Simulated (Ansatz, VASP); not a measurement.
**Sb (a cell with a defect): VASP beside Ansatz**

```
Sb
1.0
     6.22092   -6.22092    3.11046
    -6.22092    3.11046    6.22092
    -6.22092   -3.11046   -6.22092
Sb
19
Direct
  0.19637 0.29589 0.89813
  0.39776 0.60187 0.79825
  0.60224 0.89813 0.70175
  0.00000 0.49512 0.49512
  0.19637 0.79825 0.40048
  0.60588 0.16382 0.94206
  0.79869 0.45084 0.84785
  0.20131 0.04916 0.65215
  0.39412 0.33618 0.55794
  0.60298 0.65215 0.45084
  0.77825 0.94206 0.33618
  0.00000 0.25000 0.25000
  0.22175 0.55794 0.16382
  0.39702 0.84785 0.04916
  0.80363 0.20411 0.60187
  0.39776 0.09952 0.29589
  0.60224 0.40048 0.20411
  0.80363 0.70175 0.09952
  0.00000 0.00488 0.00488
```

Change from the starting cell: Sb vacancy, atoms relaxed.

Alike in both runs: functional PBE; k mesh 4 × 4 × 4; occupations gaussian, width 0.1 eV; no spin polarisation.

Ansatz relaxed the structure, and its values are those at the end. VASP's run is a single point on that final structure, the one shown.

|  | VASP | Ansatz |
| --- | --- | --- |
| version | VASP 6.6.1 | Ansatz 0.2.0 |
| potentials or method | VASP PAW PBE potentials, release 64 (Sb) | scalar-relativistic, plane waves, PAW |
| plane-wave cutoff (eV) | 520 | 420 |
| valence electrons in the cell | 95 | 285 |

|  | VASP | Ansatz | Ansatz less VASP |
| --- | --- | --- | --- |
| gap on the k mesh at the Fermi level (eV) | none | none | - |
| pressure (GPa) | -0.7 | -0.6 | +0.02 |
| rms of the force components (eV/Å) | 0.008 | 0.008 | +0.0004 |

A gap of «none» marks a metal or a gap that the smearing closes. The functional is the same, so the differences come from potentials, cutoffs and numerics. The two sets of potentials don't hold the same shells in valence. Ansatz warned: «stress_scf_threshold_loose».

The runs have no spin-orbit coupling, so splittings on Sb are missing.
